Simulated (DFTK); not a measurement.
# Au (Fm-3m) in DFTK: settings compared, part 2 of 2

DFTK 0.8.2. Earlier steps stand in the parts before.

## Step 4: Equation of state, r2SCAN

run.jl reads:

```julia
using DFTK
using PseudoPotentialData
using Unitful, UnitfulAtomic
using LinearAlgebra, Printf
include("save.jl")
disable_threading()

# lattice vectors are the columns
lattice = austrip(1u"Å") * [           0.0          2.035          2.035;
                    2.035            0.0          2.035;
                    2.035          2.035            0.0]
symbols   = [:Au]
positions = [[0.0, 0.0, 0.0]]
pseudopotentials = Dict(:Au => "Au.upf")
elements = Dict(s => ElementPsp(s, pseudopotentials; rcut=10.0) for s in unique(symbols))
atoms    = [elements[s] for s in symbols]

build_model(lattice, positions; symmetries=true) =
    model_DFT(lattice, atoms, positions;
              functionals=r2SCAN(),
              temperature=austrip(0.05u"eV"),
              smearing=Smearing.FermiDirac(),
              symmetries)
Ecut  = 38.0  # hartree
kgrid = [7, 7, 7]
tol   = 1e-6
to_GPa = ustrip(uconvert(u"GPa", 1u"hartree/bohr^3"))

results["points"] = []
for scale in [0.94, 0.96, 0.98, 1.0, 1.02, 1.04, 1.06]
    println("\n=== scale = ", scale)
    model = build_model(cbrt(scale) * lattice, positions)
    basis = PlaneWaveBasis(model; Ecut, kgrid)
    t0 = time()
    scfres = self_consistent_field(basis;
                                   tol,
                                   nbandsalg=AdaptiveBands(model; n_bands_converge=14),
                                   solver=ScfAndersonSolver())
    seconds = time() - t0
    @printf "SCF: %d iterations, %.1f s\n" scfres.n_iter seconds
    forces = compute_forces_cart(scfres)
    stress = compute_stresses_cart(scfres)
    @printf "V = %.5f Å^3  F = %.8f Ha  max force = %.5f eV/Å  p = %.4f GPa\n" ustrip(auconvert(u"Å^3", model.unit_cell_volume)) scfres.energies.total ustrip(auconvert(u"eV/Å", maximum(norm, forces))) (-tr(stress) / 3 * to_GPa)
    push!(results["points"], save_scf!(scfres; forces, stress, d=Dict{String,Any}("seconds" => seconds, "n_matvec" => get(scfres, :n_matvec, 0))))
end

# third-order Birch-Murnaghan fit in x = V^(-2/3)
V = [0.94, 0.96, 0.98, 1.0, 1.02, 1.04, 1.06] * abs(det(lattice))
E = [p["total"] for p in results["points"]]
x = V .^ (-2 / 3)
c = [x .^ 0 x x .^ 2 x .^ 3] \ E
Δ = c[3]^2 - 3c[2] * c[4]
if Δ > 0
    x0 = (-c[3] + sqrt(Δ)) / 3c[4]
    B0 = 4 / 9 * x0^(7 / 2) * (2c[3] + 6c[4] * x0)
    @printf "V0 = %.4f Å^3  B0 = %.2f GPa\n" ustrip(auconvert(u"Å^3", x0^(-3 / 2))) B0 * to_GPa
end
```

Potentials or basis: in-house norm-conserving set (r2SCAN, scalar relativistic).

The run is started by

```
> julia --threads=1 run.jl  # save.jl only writes the numbers to a file and isn't shown; printed stress counts tension as positive; times include loading and compiling
```

What it wrote:

```text
=== scale = 0.94
n     Energy            log10(ΔE)   log10(Δρ)   log10(Δτ)   Diag   Δtime
---   ---------------   ---------   ---------   ---------   ----   ------
  1   -156.0647399358                   -0.92        0.94    5.0    2.11s
  2   -156.0816526531       -1.77       -1.56        0.47    1.1    920ms
  3   -156.0829030909       -2.90       -1.99       -1.37    2.2    1.53s
  4   -156.0830181393       -3.94       -2.83       -1.42    1.6    775ms
  5   -156.0830204734       -5.63       -3.19       -2.78    2.2    1.41s
  6   -156.0830207314       -6.59       -3.95       -3.67    1.5    756ms
  7   -156.0830207441       -7.90       -4.43       -3.90    2.5    1.47s
  8   -156.0830207453       -8.92       -5.51       -4.86    1.8    764ms
  9   -156.0830207453      -10.58       -5.90       -4.91    3.2    1.59s
 10   -156.0830207453      -12.07       -6.46       -5.62    2.0    839ms
SCF: 10 iterations, 12.8 s
V = 15.84350 Å^3  F = -156.08302075 Ha  max force = 0.00000 eV/Å  p = 20.9739 GPa

=== scale = 0.96
n     Energy            log10(ΔE)   log10(Δρ)   log10(Δτ)   Diag   Δtime
---   ---------------   ---------   ---------   ---------   ----   ------
[... 46 further cycles ...]
  9   -156.0865984349      -10.64       -6.08       -4.98    3.1    2.68s
SCF: 9 iterations, 20.1 s
V = 17.52898 Å^3  F = -156.08659843 Ha  max force = 0.00000 eV/Å  p = -0.1974 GPa

=== scale = 1.06
n     Energy            log10(ΔE)   log10(Δρ)   log10(Δτ)   Diag   Δtime
---   ---------------   ---------   ---------   ---------   ----   ------
  1   -156.0661605151                   -0.92        0.94    5.0    3.48s
  2   -156.0845316115       -1.74       -1.49        0.47    1.1    1.46s
  3   -156.0863441467       -2.74       -2.00       -1.22    2.1    2.52s
  4   -156.0864688961       -3.90       -2.81       -1.31    1.9    1.69s
  5   -156.0864718802       -5.53       -3.24       -2.68    2.1    2.55s
  6   -156.0864720357       -6.81       -3.97       -3.52    1.6    1.68s
  7   -156.0864720430       -8.14       -4.55       -3.99    2.4    2.61s
  8   -156.0864720438       -9.07       -5.41       -4.84    2.2    1.76s
  9   -156.0864720438      -10.52       -6.09       -4.97    2.9    2.73s
SCF: 9 iterations, 20.6 s
V = 17.86607 Å^3  F = -156.08647204 Ha  max force = 0.00000 eV/Å  p = -3.0115 GPa
V0 = 17.5070 Å^3  B0 = 157.46 GPa
```

Wall time 4.5 min (1 thread of AMD EPYC 9R45 (Zen 5), shared host); peak memory 1.5 GiB.

What came out:

* Equilibrium volume: 17.51 Å³/atom
* Bulk modulus: 157 GPa
* Pressure derivative of the bulk modulus: 5.8

Energy against volume, from the lowest point:
| volume (Å³/atom) | energy (meV/atom) |
| --- | --- |
| 15.843 | 97.35 |
| 16.181 | 59.02 |
| 16.518 | 31.33 |
| 16.855 | 13.00 |
| 17.192 | 2.89 |
| 17.529 | 0.00 |
| 17.866 | 3.44 |

Caveat: the k mesh is coarse (spacing up to 0.38 Å⁻¹), so the values aren't converged. Zero-point motion and thermal expansion aren't in these numbers.

## Step 5: Single point, r2SCAN, 15.84 Å³/atom (volume scaled by 0.94)

run.jl is that of step 4.

Potentials or basis: in-house norm-conserving set (r2SCAN, scalar relativistic).

The run is started by

```
> julia --threads=1 run.jl  # one pass of the loop, scale = 0.94; save.jl only writes the numbers to a file and isn't shown; printed stress counts tension as positive; times include loading and compiling
```

What it wrote:

```text
=== scale = 0.94
n     Energy            log10(ΔE)   log10(Δρ)   log10(Δτ)   Diag   Δtime
---   ---------------   ---------   ---------   ---------   ----   ------
  1   -156.0647399358                   -0.92        0.94    5.0    2.11s
  2   -156.0816526531       -1.77       -1.56        0.47    1.1    920ms
  3   -156.0829030909       -2.90       -1.99       -1.37    2.2    1.53s
  4   -156.0830181393       -3.94       -2.83       -1.42    1.6    775ms
  5   -156.0830204734       -5.63       -3.19       -2.78    2.2    1.41s
  6   -156.0830207314       -6.59       -3.95       -3.67    1.5    756ms
  7   -156.0830207441       -7.90       -4.43       -3.90    2.5    1.47s
  8   -156.0830207453       -8.92       -5.51       -4.86    1.8    764ms
  9   -156.0830207453      -10.58       -5.90       -4.91    3.2    1.59s
 10   -156.0830207453      -12.07       -6.46       -5.62    2.0    839ms
SCF: 10 iterations, 12.8 s
V = 15.84350 Å^3  F = -156.08302075 Ha  max force = 0.00000 eV/Å  p = 20.9739 GPa
```

It took 13 s on 1 thread of AMD EPYC 9R45 (Zen 5), shared host.

Results:

| Item | Value |
| --- | --- |
| Free energy | -4247.2354 eV |
| Pressure | 21.0 GPa |
| Band gap on the k mesh | none (metal or under the smearing width) |

Caveat: the k mesh is coarse (spacing up to 0.39 Å⁻¹), so the values aren't converged.

## Step 6: Single point, r2SCAN, 16.18 Å³/atom (volume scaled by 0.96)

run.jl is that of step 5.

Potentials or basis: in-house norm-conserving set (r2SCAN, scalar relativistic).

The run is started by

```
> julia --threads=1 run.jl  # one pass of the loop, scale = 0.96; save.jl only writes the numbers to a file and isn't shown; printed stress counts tension as positive; times include loading and compiling
```

It took 12 s on 1 thread of AMD EPYC 9R45 (Zen 5), shared host.

Results (log left out):

```yaml
Free_energy: -4247.2737 eV
Pressure: 15.6 GPa
Band_gap_on_the_k_mesh: none (metal or under the smearing width)
```

Caveat: the k mesh is coarse (spacing up to 0.39 Å⁻¹), so the values aren't converged.

## Step 7: Single point, r2SCAN, 16.52 Å³/atom (volume scaled by 0.98)

run.jl is that of step 6.

The run is started by

```
> julia --threads=1 run.jl  # one pass of the loop, scale = 0.98; save.jl only writes the numbers to a file and isn't shown; printed stress counts tension as positive; times include loading and compiling
```

Wall time 12 s (1 thread of AMD EPYC 9R45 (Zen 5), shared host).

The run converged. Its results:

| Property | Result |
| --- | --- |
| Free energy | -4247.3014 eV |
| Pressure | 10.8 GPa |
| Band gap on the k mesh | none (metal or under the smearing width) |

Caveat: the k mesh is coarse (spacing up to 0.38 Å⁻¹), so the values aren't converged.

## Step 8: Single point, r2SCAN, 16.85 Å³/atom

run.jl is that of step 7.

The run is started by

```
> julia --threads=1 run.jl  # one pass of the loop, scale = 1.0; save.jl only writes the numbers to a file and isn't shown; printed stress counts tension as positive; times include loading and compiling
```

It took 20 s on 1 thread of AMD EPYC 9R45 (Zen 5), shared host.

Results (log left out):

```yaml
Free_energy: -4247.3197 eV
Pressure: 6.7 GPa
Band_gap_on_the_k_mesh: none (metal or under the smearing width)
```

Caveat: the k mesh is coarse (spacing up to 0.38 Å⁻¹), so the values aren't converged.

## Step 9: Single point, r2SCAN, 17.19 Å³/atom (volume scaled by 1.02)

run.jl is that of step 8.

Potentials or basis: in-house norm-conserving set (r2SCAN, scalar relativistic).

The run is started by

```
> julia --threads=1 run.jl  # one pass of the loop, scale = 1.02; save.jl only writes the numbers to a file and isn't shown; printed stress counts tension as positive; times include loading and compiling
```

Run time: 20 s. Hardware: 1 thread of AMD EPYC 9R45 (Zen 5), shared host.

Results (log left out):

```yaml
Free_energy: -4247.3298 eV
Pressure: 3.0 GPa
Band_gap_on_the_k_mesh: none (metal or under the smearing width)
```

Caveat: the k mesh is coarse (spacing up to 0.38 Å⁻¹), so the values aren't converged.

## Step 10: Single point, r2SCAN, 17.53 Å³/atom (volume scaled by 1.04)

run.jl is that of step 9.

The run is started by

```
> julia --threads=1 run.jl  # one pass of the loop, scale = 1.04; save.jl only writes the numbers to a file and isn't shown; printed stress counts tension as positive; times include loading and compiling
```

Run time: 20 s. Hardware: 1 thread of AMD EPYC 9R45 (Zen 5), shared host.

Results (log left out):

| Item | Value |
| --- | --- |
| Free energy | -4247.3327 eV |
| Pressure | -0.2 GPa |
| Band gap on the k mesh | none (metal or under the smearing width) |

Caveat: the k mesh is coarse (spacing up to 0.38 Å⁻¹), so the values aren't converged.

## Step 11: Single point, r2SCAN, 17.87 Å³/atom (volume scaled by 1.06)

run.jl is that of step 10.

The run is started by

```
> julia --threads=1 run.jl  # one pass of the loop, scale = 1.06; save.jl only writes the numbers to a file and isn't shown; printed stress counts tension as positive; times include loading and compiling
```

It took 21 s on 1 thread of AMD EPYC 9R45 (Zen 5), shared host.

It converged, with:

* Free energy: -4247.3293 eV
* Pressure: -3.0 GPa
* Band gap on the k mesh: none (metal or under the smearing width)

Caveat: the k mesh is coarse (spacing up to 0.37 Å⁻¹), so the values aren't converged.

## Step 12: For comparison

An earlier run on the cell as given: functional PBEsol; potentials or basis dojo.nc.sr.pbesol.v0_4_1.standard.upf (PBEsol); cutoff 1034 eV; k mesh 11 × 11 × 11; occupations fermi-dirac, width 0.05 eV; no spin polarisation.

* Pressure: 1.2 GPa
* Band gap on the k mesh: none (metal or under the smearing width)

## Step 13: Summary

```tsv
task	level	potentials or basis	k mesh	cutoff (eV)	valence electrons	SCF solver	mesh quality	V0 of scaled cells (Å³/atom)	B0 (GPa)
band structure	BJ06	in-house norm-conserving set (r2SCAN, scalar relativistic)	10 × 10 × 10	1034	Au 19	-	not flagged	-	-
equation of state	LDA	cp2k.nc.sr.lda.v0_1.semicore.gth (LDA, GTH)	9 × 9 × 9	1197	Au 11	-	not flagged	17.04	187
equation of state	r2SCAN	in-house norm-conserving set (r2SCAN, scalar relativistic)	7 × 7 × 7	1034	Au 19	ScfAndersonSolver	coarse	17.51	157
```

Alike in all rows: no spin polarisation; cell as given; smearing fermi-dirac 0.05 eV.

Caveats: some runs use coarse meshes; the program leaves the constant c of mgga_x_tb09 at 1, so the potential is Becke-Johnson's (BJ06) and not Tran and Blaha's, with levels but no total energy (some runs); the potentials were made for another functional, which shifts forces and pressure (some runs); spin-orbit coupling is left out, which moves the levels of the heavy elements (some runs); GTH potentials come without recommended cutoffs, and this one wasn't checked for convergence (some runs).

Total energies depend on the potentials used, so only differences within one code and one set of settings carry meaning.

## Step 14: How close it comes

Step 3. A measured bulk modulus of Au is 167 GPa (quoted in “Exploring toroidal anvil profiles for larger sample volumes above 4 Mbar”, 2024, pmc:11102561); the calculated 187 GPa misses it by +12.0 %. The fit is for a static lattice scaled at fixed shape and fixed fractional positions.
